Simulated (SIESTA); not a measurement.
TiO2 under changes of volume

One of the cells (12.226 Å³/atom); the others are scaled copies at fixed shape and fractional positions:

```
CELL_PARAMETERS angstrom
6.15358 -1.88347 0.00000
6.15358 1.88347 0.00000
-1.92833 0.00000 6.32897
ATOMIC_POSITIONS crystal
Ti 0.90007 0.90007 0.28960
Ti 0.19529 0.19529 0.28376
Ti 0.09993 0.09993 0.71040
Ti 0.80471 0.80471 0.71624
O 0.36193 0.36193 0.29340
O 0.26349 0.26349 0.65250
O 0.86719 0.86719 0.99529
O 0.73651 0.73651 0.34750
O 0.94165 0.94165 0.63002
O 0.13281 0.13281 0.00471
O 0.63807 0.63807 0.70660
O 0.05835 0.05835 0.36998
```

The cell comes from a database or a generator and needn't be the stable form of this composition.

| Quantity | Value |
| --- | --- |
| Program | SIESTA 5.4.2 |
| Functional | PBE |
| Potentials or basis | PseudoDojo 0.4 standard (PBE files) |
| Basis | TZP (energy shift 0.01 Ry) |
| Grid cutoff | 800 Ry |
| Energy shift | 0.01 Ry |
| k mesh | 6 × 6 × 3 |
| Occupations | fermi-dirac, width 0.05 eV |
| Spin | no spin polarisation |

```csv
volume (Å³/atom),energy over the lowest point (meV/atom),pressure (GPa),gap on the mesh (eV),largest force (eV/Å)
11.492,16.23,10.3,2.81,0.302
11.737,4.45,5.2,2.73,0.169
11.981,0.00,0.7,2.66,0.084
12.226,2.07,-3.4,2.59,0.220
12.470,?,?,?,?
12.715,23.44,-10.4,2.46,0.481
12.959,41.56,-13.3,2.40,0.596
```

Question: What does the run at 12.470 Å³/atom give?

Answer: Energy over the lowest point 10.09 meV/atom; pressure -7.1 GPa; gap on the mesh 2.53 eV; largest force 0.354 eV/Å.

Worked out: A Birch-Murnaghan fit of order 3 (a polynomial in V^(-2/3)) to the other rows has its minimum at 12.02 Å³/atom with B0 = V·E''(V) = 208 GPa and B' = 4.1 at fixed shape and positions, which overstates the stiffness. It gives 10.07 meV/atom at 12.470 Å³/atom, against the run's 10.09, and -dE/dV = -7.0 GPa, against -7.1. A straight line through the other rows of the gap, of slope -3.4 eV per unit of ln V, gives 2.53 eV, against the run's 2.53.

Energies are extrapolated to zero smearing.

Caveats: semicore shells carry a single zeta, which can move pressures by several GPa and volumes by a few percent; an odd mesh through Γ misses points on the zone boundary, where band edges often lie; the basis of atomic orbitals isn't converged, which shifts pressures, moduli and gaps.
